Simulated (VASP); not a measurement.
Crystal: GaAs.

```
CELL_PARAMETERS angstrom
0.00000 2.82685 2.82685
2.82685 0.00000 2.82685
2.82685 2.82685 0.00000
ATOMIC_POSITIONS crystal
Ga 0.00000 0.00000 0.00000
As 0.25000 0.25000 0.25000
```

- Program: VASP 6.6.1
- Task: relaxation of cell and atoms
- Functional: PBE
- Potentials or basis: VASP PAW PBE potentials, release 64 (Ga, As)
- Cutoff: 300 eV
- k mesh: 5 × 5 × 5
- Occupations: gaussian, width 0.03 eV
- Spin: no spin polarisation

At the start: pressure 4.1 GPa; volume 22.59 Å³/atom.

**Question.** Where does the relaxation end?

**Answer.** Over 3 steps the energy falls by 15.7 meV/atom and the volume is 23.92 Å³/atom (+5.9 %); space group F-43m (No. 216, to 0.05 Å).

The path:
| step | energy change (eV) | largest force (eV/Å) | pressure (GPa) | volume (Å³) |
| --- | --- | --- | --- | --- |
| 1 | 0.0000 | 0.0000 | 4.07 | 45.18 |
| 2 | -0.0264 | 0.0000 | -1.14 | 49.04 |
| 3 | -0.0315 | 0.0000 | -0.05 | 47.85 |

Final structure:
```
Ga As
1.0
     0.00000    2.88148    2.88148
     2.88148    0.00000    2.88148
     2.88148    2.88148    0.00000
Ga As
1 1
Direct
  0.00000 0.00000 0.00000
  0.25000 0.25000 0.25000
```
